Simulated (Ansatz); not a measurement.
**Relaxing HgH3**

Level of theory: Ansatz 0.2.0, DFT PBE, scalar-relativistic, plane waves, PAW. Cutoff 420 eV, Γ-centred k mesh, Gaussian smearing, no spin polarisation in the final step.

HgH3 was placed on the Cu3Au (L1_2) structure type (Pm-3m, No. 221), with Hg in place of Au, H in place of Cu, at a guessed volume.

```
CELL_PARAMETERS angstrom
3.48427 0.00000 0.00000
0.00000 3.48427 0.00000
0.00000 0.00000 3.48427
ATOMIC_POSITIONS crystal
Hg 0.00000 0.00000 0.00000
H 0.00000 0.50000 0.50000
H 0.50000 0.00000 0.50000
H 0.50000 0.50000 0.00000
```

Cell and atoms relax at zero pressure; the relaxation can't lower the symmetry of the start. After a coarse first stage the cell is made exact in the group found at 0.06 Å.

Formation energies are uncorrected and refer to the elements' standard structures at the same level (H₂ as a molecule).

Q: Describe the relaxed structure.

A: It keeps Pm-3m (No. 221). The result has the Cu3Au (L1_2) structure. Conventional cell: a = 3.301 Å. Hg is coordinated by 12 H at 2.33 Å; H is coordinated by 4 Hg at 2.33 Å and 8 H at 2.33 Å.

```
Hg H
1.0
     3.30140    0.00000    0.00000
     0.00000    3.30140    0.00000
     0.00000    0.00000    3.30140
Hg H
1 3
Direct
  0.00000 0.00000 0.00000
  0.00000 0.50000 0.50000
  0.50000 0.00000 0.50000
  0.50000 0.50000 0.00000
```

Q: What are its volume, energy, density and gap?

A: The volume per atom is 9.00 Å³. The density is 9.40 g/cm³ and the energy over the elements is 1.18 eV/atom. The gap on the 14×14×14 mesh is 0 eV (a metal).

The final run used a 14×14×14 mesh on its 4-atom cell and 0.10 eV smearing. For metals, differences of a few meV/atom aren't resolved. Spin–orbit coupling is left out. A structure relaxed within its symmetry needn't be a true minimum. The steps took about 15 core-seconds in all.

Cost: 3 runs of about 0.24 core-minutes in all, on Intel Xeon Platinum 8488C (Sapphire Rapids) (shared hosts).